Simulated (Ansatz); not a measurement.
Reaction (substitution at a C–C bond): `Cc1cccc(O)c1` + `C[SiH](O)F` → `CO[SiH](C)F` + `Oc1ccccc1`

Gas-phase electronic energies from Ansatz, PBE0-D4/def2-TZVP geometries. CBS: MP2 limit from def2 TZ/QZ plus the TZ coupled-cluster correction, frozen cores. Functionals use def2-TZVPP. B3LYP here is the variant with VWN-RPA as its local correlation; programs differ in this. HSE06 is defined as in plane-wave codes. Each species was taken in one conformer, which may not be the lowest.

`Cc1cccc(O)c1`:

Z-matrix (Å, degrees):
```
C
C 1 1.498
H 1 1.091 2 111.3
H 1 1.095 2 110.7 3 119.4
H 1 1.091 2 111.4 3 -121.1
C 2 1.388 1 120.3 3 152.5
C 2 1.393 1 120.7 3 -28.8
C 6 1.388 2 120.7 1 178.5
H 6 1.084 2 120.8 1 -1.6
C 7 1.385 2 120.3 1 -178.5
H 7 1.084 2 119.7 1 1.6
O 8 1.357 6 117.4 2 179.9
C 8 1.389 6 120.2 2 0.1
H 10 1.084 7 119.9 2 -179.9
H 12 0.961 8 109.1 6 -179.8
H 13 1.086 8 120.2 6 179.8
```

`C[SiH](O)F`:

Z-matrix (Å, degrees):
```
C
Si 1 1.851
H 1 1.093 2 110.5
H 1 1.093 2 110.6 3 -119.8
H 1 1.093 2 111.4 3 119.7
O 2 1.634 1 113.2 3 179.7
F 2 1.601 1 107.2 3 -59.2
H 2 1.477 1 113.7 3 59.6
H 6 0.958 2 119.0 1 51.4
```

`CO[SiH](C)F`:

Z-matrix (Å, degrees):
```
C
O 1 1.411
H 1 1.094 2 110.9
H 1 1.091 2 108.3 3 119.3
H 1 1.096 2 111.6 3 -121.3
Si 2 1.628 1 124.7 3 78.1
F 6 1.602 2 109.7 1 -65.8
C 6 1.843 2 108.2 1 175.0
H 6 1.486 2 109.8 1 49.4
H 8 1.092 6 110.5 2 57.7
H 8 1.092 6 110.7 2 177.7
H 8 1.092 6 110.5 2 -62.2
```

`Oc1ccccc1`:

Cartesian coordinates in Å:
```
O 0.930 2.296 0.199
C 0.416 1.045 0.095
C -0.787 0.788 0.740
C -1.349 -0.475 0.662
C -0.726 -1.488 -0.054
C 0.474 -1.223 -0.695
C 1.048 0.037 -0.624
H 1.757 2.340 -0.289
H -1.265 1.585 1.296
H -2.288 -0.668 1.169
H -1.171 -2.473 -0.111
H 0.974 -2.003 -1.258
H 1.988 0.239 -1.129
```

| level | ΔE (kJ/mol) | difference from CCSD(T)/CBS |
| --- | --- | --- |
| LDA (SPW92) | 66.5 | 3.0 |
| revPBE-D4 | 61.6 | -1.9 |
| BLYP-D4 | 54.3 | -9.2 |
| r2SCAN-D4 | 61.6 | -1.9 |
| B97M-V | 60.8 | -2.7 |
| PBE0-D4 | 62.7 | -0.8 |
| B3LYP-D4 | 55.8 | -7.7 |
| r2SCANh-D4 | 62.2 | -1.3 |
| r2SCAN0-D4 | 62.9 | -0.6 |
| HSE06-D4 | 62.6 | -0.9 |
| BHLYP-D4 | 55.5 | -8.0 |
| CAM-B3LYP-D4 | 56.1 | -7.4 |
| ωB97X-V | 57.5 | -6.0 |
| ωB97M-V | 60.3 | -3.2 |
| B2PLYP | 58.3 | -5.2 |
| PBE | 59.6 | -3.9 |
| revPBE | 57.0 | -6.5 |
| BLYP | 50.8 | -12.7 |
| r2SCAN | 61.0 | -2.5 |
| PBE0 | 61.2 | -2.3 |
| B3LYP | 53.2 | -10.3 |
| r2SCANh | 61.5 | -2.0 |
| r2SCAN0 | 62.2 | -1.3 |
| HSE06 | 61.2 | -2.3 |
| BHLYP | 53.8 | -9.7 |
| CAM-B3LYP | 54.5 | -9.0 |
| LC-ωPBE | 61.2 | -2.3 |
| RPA@PBE/def2-TZVPP | 56.0 | -7.5 |
| CCSD/def2-SVP | 54.7 | -8.8 |
| CCSD(T)/def2-SVP | 56.1 | -7.4 |
| HF/def2-TZVPP | 47.8 | -15.7 |
| MP2/def2-TZVPP | 69.5 | 6.0 |
| SCS-MP2/def2-TZVPP | 62.4 | -1.1 |
| CCSD(T)/def2-TZVPP | 62.1 | -1.4 |
| HF/def2-QZVPP | 47.3 | -16.2 |
| MP2/def2-QZVPP | 70.1 | 6.6 |
| SCS-MP2/def2-QZVPP | 63.2 | -0.3 |
| HF/CBS(def2) | 47.2 | -16.3 |
| MP2/CBS(def2) | 70.9 | 7.4 |
| CCSD/CBS(def2) | 61.7 | -1.8 |
| CCSD(T)/CBS | 63.5 | 0 |

Largest T1 diagnostic among the species: 0.011.

Leaving LDA and LC-ωPBE aside and taking each functional with its dispersion term where it has one, the values, not all of them listed here, spread over 11.0 kJ/mol, from BLYP-D4 to PBE-QIDH. LDA lies +6.9 kJ/mol from PBE without D4. At CCSD(T), def2-SVP lies −7.4 kJ/mol from the extrapolated value and def2-TZVPP −1.4 kJ/mol. In def2-TZVPP, CCSD(T) changes the Hartree–Fock value by +14.4 kJ/mol (the triples alone add +1.8 kJ/mol) and MP2 by +21.7 kJ/mol.

CCSD(T)/CBS has its own doubt, a few kJ/mol and more with outer-core shells, so smaller differences from it don't rank the levels.
